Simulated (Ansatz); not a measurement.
Orbital-resolved density of states of Hg

```
CELL_PARAMETERS angstrom
2.23398 -2.04586 0.00000
2.23398 2.04586 0.00000
-0.34874 0.00000 3.03980
ATOMIC_POSITIONS crystal
Hg 0.50000 0.50000 0.50000
```

Structure from Materials Project entry mp-1184569 (possibly hypothetical), not relaxed further.

No spin–orbit coupling, which matters for the heavy atoms here.

The calculation used DFT, PBE, all-electron LAPW, scalar-relativistic (Ansatz 0.2.0).

Sampling and basis: a Γ-centred 11×11×11 k mesh, Fermi–Dirac smearing of 0.05 eV, basis error target 1 meV/atom, no spin polarisation.

States per eV for one atom of each kind, in 0.4 eV bins named by their centres, from the Fermi level, projected on a minimal set of Löwdin-orthogonalised atomic shells; orbitals are real harmonics on the Cartesian axes, equal curves share a column, and empty bins are left out, as is all above 5.2 eV, near the top of the computed bands.

Hg 5d:

```
# E all dz2 dxz dyz dx2-y2 dxy
-7.9 0.10 0.03 0.00 0.00 0.00 0.07
-7.5 3.77 1.39 0.31 0.22 0.32 1.52
-7.1 5.45 1.15 1.13 1.01 1.08 1.08
-6.7 3.87 0.46 0.93 1.14 0.97 0.37
-6.3 6.39 0.70 1.65 1.71 1.65 0.68
-5.9 3.77 0.57 0.88 0.86 0.91 0.54
-5.5 1.08 0.47 0.04 0.02 0.04 0.50
-5.1 0.07 0.01 0.02 0.01 0.02 0.01
-4.7 0.06 0.02 0.01 0.01 0.01 0.02
-4.3 0.05 0.02 0.00 0.00 0.00 0.02
-3.9 0.05 0.02 0.00 0.00 0.00 0.02
-3.5 0.05 0.02 0.00 0.00 0.00 0.02
-3.1 0.07 0.03 0.00 0.00 0.00 0.03
-2.7 0.06 0.02 0.00 0.00 0.00 0.03
-2.3 0.04 0.02 0.00 0.00 0.00 0.02
-1.9 0.03 0.01 0.00 0.00 0.00 0.01
-1.5 0.02 0.01 0.00 0.00 0.00 0.01
-1.1 0.01 0.01 0.00 0.00 0.00 0.01
-0.7 0.01 0.00 0.00 0.00 0.00 0.01
-0.3 0.01 0.00 0.00 0.00 0.00 0.00
0.1 0.01 0.00 0.00 0.00 0.00 0.00
```

Hg 6s:

```
# E all
-7.9 0.07
-7.5 0.34
-7.1 0.33
-6.7 0.22
-6.3 0.09
-5.9 0.16
-5.5 0.15
-5.1 0.17
-4.7 0.19
-4.3 0.21
-3.9 0.23
-3.5 0.25
-3.1 0.34
-2.7 0.33
-2.3 0.30
-1.9 0.26
-1.5 0.22
-1.1 0.19
-0.7 0.17
-0.3 0.16
0.1 0.11
0.5 0.07
0.9 0.05
1.3 0.04
1.7 0.04
2.1 0.03
2.5 0.02
2.9 0.02
3.3 0.01
3.7 0.02
4.1 0.02
4.5 0.02
4.9 0.02
```
